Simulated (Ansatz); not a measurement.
ZrC in Ansatz: the effect of functional

The system is ZrC.

```
Zr C
1.0
     3.39148    0.00000    0.00000
    -1.69574    2.93710    0.00000
     0.00000    0.00000    5.29005
Zr C
2 2
Cartesian
  1.6957 0.9790 3.9675
  0.0000 1.9581 1.3225
  0.0000 0.0000 2.6450
  0.0000 0.0000 0.0000
```

The cell comes from a database or a generator and needn't be the stable form of this composition.

Alike in all runs:

```yaml
Program: Ansatz 0.2.0
Task: band structure
Potentials_or_basis: Ansatz PAW
k_mesh: 7 × 7 × 4
Occupations: fermi-dirac, width 0.05 eV
Spin: no spin polarisation
```

| functional | cutoff | pressure (GPa) |
| --- | --- | --- |
| BLYP | 420 eV (not typed: the program's choice for these potentials) | 4.9 |
| r2SCAN | 500 eV (not typed: the program's choice for these potentials) | -2.3 |
| LDA | 420 eV (not typed: the program's choice for these potentials) | -11.8 |
| PBE | 420 eV (not typed: the program's choice for these potentials) | -2.3 |
| PBEsol | 420 eV (not typed: the program's choice for these potentials) | -7.9 |
| RPBE | 420 eV (not typed: the program's choice for these potentials) | ? |
| revPBE | 420 eV (not typed: the program's choice for these potentials) | 0.0 |

Question: What does the run with functional RPBE give?

Answer: Pressure 0.9 GPa.

Caveats: the PAW data sets come from PBE, with cores solved anew for the run's functional, which leaves a small shift of forces and pressure (some runs).
